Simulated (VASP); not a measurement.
A run of VASP 6.6.1 is set up as follows.

INCAR

```
SYSTEM = Te2Pt
PREC = Accurate ; ENCUT = 600
EDIFF = 1E-7 ; ISMEAR = 1
SIGMA = 0.1 ; LREAL = .FALSE.
LASPH = .TRUE. ; NELM = 80
ALGO = Normal ; ISIF = 3
LWAVE = .FALSE. ; LCHARG = .FALSE.
GGA = MK ; LUSE_VDW = .TRUE.
AGGAC = 0.0 ; PARAM1 = 0.1234
PARAM2 = 0.711357 ; ZAB_VDW = -1.8867
IBRION = 2 ; NSW = 90
EDIFFG = -0.005
```

The input KPOINTS:

```
Automatic mesh
0
G
  12 12 7
  0 0 0
```

POSCAR

```
Te2Pt                                   
1.0
    4.0720585702     -0.0000000000      0.0000000000
   -2.0360292851      3.5265061675     -0.0000000000
    0.0000000000     -0.0000000000      5.2305522689
  Te              Pt            
     2     1
Direct
     0.3333333332999970    0.6666666667000030    0.2619844580049570
     0.6666666667000030    0.3333333332999970    0.7380155419950430
     0.0000000000000000    0.0000000000000000    1.0000000000000000
```

Potentials or basis: VASP PAW PBE potentials, release 64 (Te, Pt).

Launch:

```sh
$ cat potpaw_PBE.64/Te/POTCAR potpaw_PBE.64/Pt/POTCAR > POTCAR
$ mpirun -np 1 vasp_std > vasp.out
```

Q: What does it give for the band gap on the k mesh?

A: None (metal or under the smearing width).

Final structure:
```yaml
crystal:
  lattice:
    - [4.07206, 0.00000, 0.00000]
    - [-2.03603, 3.52651, 0.00000]
    - [0.00000, 0.00000, 5.23055]
  atoms:
    - { symbol: Te, position: [0.33333, 0.66667, 0.26198] }
    - { symbol: Te, position: [0.66667, 0.33333, 0.73802] }
    - { symbol: Pt, position: [0.00000, 0.00000, 0.00000] }
```

Caveat: the relaxation stopped at its first step, so nothing moved. The run has no spin-orbit coupling, so splittings on Pt, Te are missing.
